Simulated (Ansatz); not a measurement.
Al, DFT, PBEsol, all-electron LAPW, scalar-relativistic (Ansatz 0.2.0), run on 1 thread of Arm Neoverse V1 on a shared host.

The cell is COD entry 4313206, as deposited and not checked against the literature; nothing was relaxed.

Command: `ansatz run input.yaml --threads 1 --pin off --max-ram 2048MiB --backend cpu --events-out ev --progress --plain --runs-dir out`

```yaml
crystal:
  lattice:
    - [0.0, 2.02398, 2.02398]
    - [2.02398, 0.0, 2.02398]
    - [2.02398, 2.02398, 0.0]
  atoms:
    - { symbol: Al, position: [0.0, 0.0, 0.0] }
kpoints:
  mp_grid: { grid: [14, 14, 14] }
  band_path:
    path:
      - [0.0, 0.0, 0.0]
      - [0.5, 0.0, 0.5]
      - [0.625, 0.25, 0.625]
      - [0.375, 0.375, 0.75]
      - [0.0, 0.0, 0.0]
      - [0.5, 0.5, 0.5]
      - [0.5, 0.25, 0.75]
      - [0.5, 0.0, 0.5]
    npoints: 5
scf:
  occupations: { method: fermi_dirac, width: 0.05 }
hamiltonian:
  xc: pbesol
  pseudopotentials: { kind: all_electron, lapw: { basis_error: 0.001 } }
output:
  forces: true
  stress: true
  eigenvalues: true
```

Q: How large is the problem that the program sets up?

A: 104 irreducible k-points, 59 plane waves at Γ, 10 bands.

Q: Estimate the wall time and the peak memory.

A: 3 s of wall time for 5 SCF iterations, with a peak of 0.2 GiB. Times on shared machines scatter by tens of per cent.
